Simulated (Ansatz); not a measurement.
A one-shot G0W0 calculation of a 2-atom cell of GaAs started from a crystallographic database with the plane-wave code Ansatz, at the level G0W0@PBE with 336 empty bands, a screening cutoff of 220 eV and a 4×4×4 mesh. The cell was relaxed beforehand with r2SCAN.

```yaml
crystal:
  lattice:
    - [0.0, 2.8330831922, 2.8330831922]
    - [2.8330831922, 0.0, 2.8330831922]
    - [2.8330831922, 2.8330831922, 0.0]
  atoms:
    - { symbol: Ga, position: [0.0, 0.0, 0.0] }
    - { symbol: As, position: [0.25, 0.25, 0.25] }
kpoints:
  mp_grid: { grid: [4, 4, 4] }
hamiltonian:
  xc: pbe
scf:
  occupations: { method: fixed }
gw:
  n_empty_bands: 336
  ecut_chi: 220
  qp_bands: [v2, c2]
  qp_kpoints: band_edges
  screening: { model: contour_deformation }
```

The output follows, shortened, with numbered blanks.
```
Pseudopotential: Ga, paw, valence charge 13, recommended cutoff 420 eV (normal)
Pseudopotential: As, paw, valence charge 15, recommended cutoff 420 eV (normal)
Functional definition: PBE
Crystal: 2 atoms, lattice volume = 45.479 Å³
[1]
Bands: 18, of which v1, the nominal top of the filled ones, is band 14 counted from 1 (13 counted from 0)
[2]
SCF converged after 7 iterations
Free energy (F): -8639.666761 eV
Fermi energy:    8.141405 eV
--- Per-component energies (eV) ---
  E_band       = -312.687598
  E_kinetic    = 219.743599
  E_local      = -3927.003036
  E_nonlocal   = -245.301549
  E_hartree    = 1979.019926
  E_xc         = -148.291431
  E_vxc        = -137.302629
  E_paw        = -3825.043946
  E_vpaw       = -180.862873
  E_ewald      = -2692.790196
--- G₀W₀: contour deformation, 8 samples at zero and on the imaginary axis and 2 off it, 64 q-points, 336 empty bands' worth ---
    ik  band        ε_KS         Σx   Σc(E_QP)       V_xc       Z   E_QP_lin       E_QP  E_QP is
     0    13      8.1414   -17.1146     1.2194   -15.2802  0.7569     7.5091     7.5264  root
     0    14  [3]
     0    15  [4]
     0    16     11.8448    -7.6978    -4.5303   -12.1473  0.7541    11.7642    11.7640  root
     1    13      7.4657   -16.5712     1.3684   -14.5718  0.7528     6.8157     6.8347  root
     1    14      7.4657   -16.5712     1.3684   -14.5718  0.7528     6.8157     6.8347  root
     1    15  [5]
     1    16     12.7087    -7.7674    -4.7480   -12.4398  0.7508    12.6332    12.6330  root
     2    13      7.0042   -16.4542     1.5581   -14.2447  0.7487     6.3312     6.3528  root
     2    14  [6]
     2    15  [7]
     2    16     12.7536    -7.2348    -4.6974   -11.8271  0.7470    12.6488    12.6485  root
     3    13      6.4590   -15.9597     1.6719   -13.6349  0.7419     5.7858     5.8062  root
     3    14      6.4590   -15.9597     1.6719   -13.6349  0.7419     5.7858     5.8062  root
     3    15     10.1075    -7.5820    -4.1374   -11.5404  0.7677     9.9294     9.9285  root
     3    16  [8]
     6    13      5.4769   -15.7596     2.1003   -12.9855  0.7277     4.7764     4.8031  root
     6    14      5.4769   -15.7596     2.1003   -12.9855  0.7277     4.7764     4.8031  root
     6    15      9.5990    -6.6958    -3.9572   -10.3930  0.7756     9.3408     9.3389  root
     6    16      9.7892    -8.0056    -4.0495   -11.8621  0.7694     9.5972     9.5962  root
```

The points are ik 0 = (0, 0, 0) (Γ), ik 1 = (0, 0, 1/4), ik 2 = (0, 0, -1/2) (L), ik 3 = (0, 1/4, 1/4), ik 6 = (0, -1/2, -1/2) (X); band 14 is the last filled one.

**Question.** What stood in the gaps? They hold quasiparticle rows, the symmetry found, cutoff and plane waves at Γ.

**Answer.**
```
[1]
Basis set: ecut = 420 eV, 893 PW (Γ)
[2]
Symmetry: 24 space group operations
Space group: F-43m (ITA 216)
[3]
     0    14      8.1414   -17.1146     1.2194   -15.2802  0.7569     7.5091     7.5264  root
[4]
     0    15      8.5962   -11.5661    -4.3923   -15.9729  0.7662     8.6108     8.6108  root
[5]
     1    15      9.5534    -9.5466    -4.2860   -13.7601  0.7650     9.4810     9.4807  root
[6]
     2    14      7.0042   -16.4542     1.5581   -14.2447  0.7487     6.3312     6.3528  root
[7]
     2    15      9.1067    -9.5193    -4.1656   -13.5854  0.7681     9.0075     9.0072  root
[8]
     3    16     11.3791    -8.5656    -4.5377   -12.9898  0.7534    11.2659    11.2655  root
```
The trailing digits, and the zero of the energies, depend on the potentials and thresholds.

Command: `ansatz run input.yaml --threads 2 --pin off --max-ram 2211MiB --backend cpu --events-out ev --progress --plain --runs-dir out`.

(Simulation; spin polarisation is off.)

The runs are scalar-relativistic, without spin-orbit coupling.

For so narrow a gap this mesh doesn't settle the screening, and the bands and cutoff are finite.

With a shallow d shell on the cation, G0W0 converges slowly in bands and cutoff, so these values are in doubt.
